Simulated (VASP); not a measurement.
VASP 6.6.1 run: AlN

INCAR

```
MAXMIX = 10
GGA = PE
PREC = Accurate
LWAVE = .FALSE.
NBANDS = 16
LREAL = .FALSE.
SIGMA = 0.02
LASPH = .TRUE.
ENCUT = 520
NSW = 0
ISMEAR = -1
NELM = 75
EDIFF = 1E-7
ISIF = 2
IBRION = -1
LCHARG = .FALSE.
```

KPOINTS

```
KPOINTS created by Atomic Simulation Environment
0
Gamma
12 12 6
0 0 0
```

POSCAR

```
Al N
 1.0000000000000000
     3.1066937601931870    0.0000000000000000    0.0000000000000000
    -1.5533468800965935    2.6904757181059007    0.0000000000000000
     0.0000000000000000    0.0000000000000000    5.0781633829999997
 Al  N
   2   2
Cartesian
  0.0000000000000001  1.7936504787372671 -0.0082609380124685
  1.5533468800965935  0.8968252393686336  2.5308207534875318
  0.0000000000000001  1.7936504787372671  1.9125722066374686
  1.5533468800965935  0.8968252393686336  4.4516538981374687
```

The recommended PBE PAW datasets give the neutral cell 16 valence electrons.

Command

```
mpirun -np 1 vasp_std
```

OSZICAR

```
N       E                     dE             d eps       ncg     rms          rms(c)
DAV:   1     0.395342855648E+02    0.39534E+02   -0.73193E+03  2440   0.894E+02
DAV:   2    -0.310480549960E+02   -0.70582E+02   -0.65121E+02  3400   0.186E+02
DAV:   3    -0.344430081413E+02   -0.33950E+01   -0.33871E+01  3080   0.422E+01
DAV:   4    -0.344640957556E+02   -0.21088E-01   -0.21086E-01  3000   0.371E+00
DAV:   5    -0.344643739659E+02   -0.27821E-03   -0.27821E-03  3104   0.433E-01    0.121E+01
DAV:   6    -0.297563364858E+02    0.47080E+01   -0.10756E+01  2928   0.236E+01    0.413E+00
DAV:   7    -0.297830648450E+02   -0.26728E-01   -0.66517E-01  2608   0.571E+00    0.293E+00
DAV:   8    -0.297755943250E+02    0.74705E-02   -0.62496E-02  2728   0.229E+00    0.605E-01
DAV:   9    -0.297704091551E+02    0.51852E-02   -0.12534E-02  3264   0.821E-01    0.250E-01
DAV:  10    -0.297710438076E+02   -0.63465E-03   -0.23659E-03  2632   0.304E-01    0.136E-01
DAV:  11    -0.297709570067E+02    0.86801E-04   -0.18565E-04  2880   0.104E-01    0.338E-02
DAV:  12    -0.297709600815E+02   -0.30748E-05   -0.12074E-05  2728   0.277E-02    0.717E-03
DAV:  13    -0.297709598684E+02    0.21315E-06   -0.43102E-06  2920   0.159E-02    0.542E-03
DAV:  14    -0.297709598758E+02   -0.74161E-08   -0.33663E-07  2808   0.491E-03
   1 F= -.29770960E+02 E0= -.29770960E+02  d E =-.651214E-12
```

From OUTCAR

```
k-points           NKPTS =     76   k-points in BZ     NKDIM =     76   number of bands    NBANDS=     16

   NELECT =      16.0000    total number of electrons

   dimension x,y,z NGX =    24 NGY =   24 NGZ =   40
   dimension x,y,z NGXF=    48 NGYF=   48 NGZF=   80

  energy-cutoff  :      520.00
  volume of cell :       42.45
      direct lattice vectors                 reciprocal lattice vectors
     3.106693760  0.000000000  0.000000000     0.321885605  0.185840741  0.000000000
    -1.553346880  2.690475718  0.000000000     0.000000000  0.371681481  0.000000000
     0.000000000  0.000000000  5.078163383     0.000000000  0.000000000  0.196921588

 k-points in reciprocal lattice and weights: KPOINTS created by Atomic Simulation Env
   0.00000000  0.00000000  0.00000000       0.001
   0.08333333  0.00000000  0.00000000       0.007
   0.16666667  0.00000000  0.00000000       0.007
   0.25000000  0.00000000  0.00000000       0.007
   0.33333333  0.00000000  0.00000000       0.007
   0.41666667  0.00000000  0.00000000       0.007
   0.50000000  0.00000000  0.00000000       0.003
   0.08333333  0.08333333  0.00000000       0.007
   ...

 E-fermi :   6.3249

 k-point     1 :       0.0000    0.0000    0.0000
  band No.  band energies     occupation
      1      -9.0904      2.00000
      2      -7.0761      2.00000
      3       0.0020      2.00000
      4       5.2465      2.00000
      5       5.2465      2.00000
      6       5.8376      2.00000
      7       5.8376      2.00000
      8       5.8772      2.00000
      9      10.0358      0.00000
     10      12.7076      0.00000
     11      16.3370      0.00000
     12      17.2321      0.00000
     13      17.2321      0.00000
     14      18.5487      0.00000
     15      19.1106      0.00000
     16      19.1106      0.00000

 k-point     2 :       0.0833    0.0000    0.0000
  band No.  band energies     occupation
      1      -9.0020      2.00000
      2      -7.0235      2.00000
      3       0.1081      2.00000
      4       4.8291      2.00000
      5       5.1311      2.00000
      6       5.4140      2.00000
      7       5.8203      2.00000
      8       5.8450      2.00000
      9      10.4553      0.00000
     10      13.0800      0.00000
     11      15.9917      0.00000
     12      16.6172      0.00000
     13      17.4852      0.00000
     14      18.5708      0.00000
     15      18.9134      0.00000
     16      19.1665      0.00000

 k-point     3 :       0.1667    0.0000    0.0000
  band No.  band energies     occupation
      1      -8.7445      2.00000
      2      -6.8791      2.00000
      3       0.4209      2.00000
      4       3.8116      2.00000
      5       4.5244      2.00000
      6       4.8593      2.00000
      7       5.7292      2.00000
      8       5.7435      2.00000
      9      11.3065      0.00000
     10      13.7758      0.00000
     11      15.0101      0.00000
     12      15.7907      0.00000
     13      18.1264      0.00000
     14      18.1331      0.00000
     15      18.3328      0.00000
     16      18.7776      0.00000

 ...

  Total        0.6438139      0.6438139     -0.8465181      0.0000000      0.0000000     -0.0000000
  in kB       24.3017038     24.3017038    -31.9530753      0.0000000      0.0000000     -0.0000000
  external PRESSURE =       5.5501108 kB  Pullay stress =       0.0000000 kB

 POSITION                                       TOTAL-FORCE (eV/Angst)
 -----------------------------------------------------------------------------------
      0.00000      1.79365      5.06990         0.000000     -0.000000      0.003167
      1.55335      0.89683      2.53082         0.000000     -0.000000      0.003167
      0.00000      1.79365      1.91257        -0.000000      0.000000     -0.003167
      1.55335      0.89683      4.45165         0.000000     -0.000000     -0.003167
 -----------------------------------------------------------------------------------
    total drift:                               -0.000000     -0.000000      0.001139

  FREE ENERGIE OF THE ION-ELECTRON SYSTEM (eV)
  ---------------------------------------------------
  free  energy   TOTEN  =       -29.7709598758 eV

  energy  without entropy=      -29.7709598758  energy(sigma->0) =      -29.77095988
```

It converged. Results: gap between bands v and c on the k mesh 4.16 eV; least direct gap on the k mesh 4.16 eV; pressure 0.6 GPa. Band v is the last that the valence electrons fill when counted band by band, and c is the next.

For comparison, a separate PBE run of the intended cell, on usual settings and not on those above, gives a gap of 4.16 eV on its mesh and a pressure of 0.6 GPa.

The run above took about 26 s on one core of a shared host (Intel Xeon Platinum 8488C) and held 0.18 GiB at most.
